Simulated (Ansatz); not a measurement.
# Ir: the cost of one run

Method: DFT PBEsol, scalar-relativistic, plane waves, PAW, in Ansatz 0.2.0.

The COD entry's cell or inner coordinates are ideal or old and differ from later refinements, so a difference from it is no clean test against experiment.

2 further runs of the same task are left out: 1 that didn't finish, 1 set aside as unsound or not needed.

**1. The system as given**

The structure is cubic, space group Fm-3m (No. 225). The conventional cell has a = 3.830 Å, b = 3.830 Å, c = 3.830 Å, α = 90.00°, β = 90.00°, γ = 90.00°. Around Ir (site symmetry m-3m) lie 12 Ir at 2.71 Å.

Coordinates:

```
CELL_PARAMETERS angstrom
0.00000 1.91513 1.91513
1.91513 0.00000 1.91513
1.91513 1.91513 0.00000
ATOMIC_POSITIONS crystal
Ir 0.00000 0.00000 0.00000
```

It is the result of an earlier relaxation at this level (volume 14.05 Å³/atom; gap on the mesh: none (metal)).

**2. A bulk reference on a matched mesh**

The same crystal, re-cut so that c stands normal to the (311) plane; its mesh matches that of the cells to come, so errors of the mesh cancel.

Contents of input.yaml:

```yaml
crystal:
  lattice:
    - [2.7084020135, 0.0, 0.0]
    - [-1.3542010068, 4.4913766301, 0.0]
    - [0.0, 0.0, 12.7035314881]
  atoms:
    - { symbol: Ir, position: [0.0, 0.0, 0.0] }
    - { symbol: Ir, position: [0.1818181818, 0.3636363636, 0.2727272727] }
    - { symbol: Ir, position: [0.3636363636, 0.7272727273, 0.5454545455] }
    - { symbol: Ir, position: [0.4545454545, 0.9090909091, 0.1818181818] }
    - { symbol: Ir, position: [0.0909090909, 0.1818181818, 0.6363636364] }
    - { symbol: Ir, position: [0.2727272727, 0.5454545455, 0.9090909091] }
    - { symbol: Ir, position: [0.6363636364, 0.2727272727, 0.4545454545] }
    - { symbol: Ir, position: [0.8181818182, 0.6363636364, 0.7272727273] }
    - { symbol: Ir, position: [0.7272727273, 0.4545454545, 0.0909090909] }
    - { symbol: Ir, position: [0.9090909091, 0.8181818182, 0.3636363636] }
    - { symbol: Ir, position: [0.5454545455, 0.0909090909, 0.8181818182] }
basis:
  ecutwfc: 420
kpoints:
  mp_grid: { grid: [14, 14, 4] }
hamiltonian:
  xc: pbesol
scf:
  occupations: { method: gaussian, width: 0.1 }
output:
  forces: true
  stress: true
  eigenvalues: true
```

Launch:

```sh
$ ansatz run input.yaml --threads 4 --pin off --max-ram 11264MiB --backend cpu --events-out ev --progress --plain --runs-dir out
```

Q: Estimate wall time and peak memory on 4 threads of AMD EPYC 9R45 (Zen 5), shared host.

About 12 s, with a peak of 2.5 GiB.
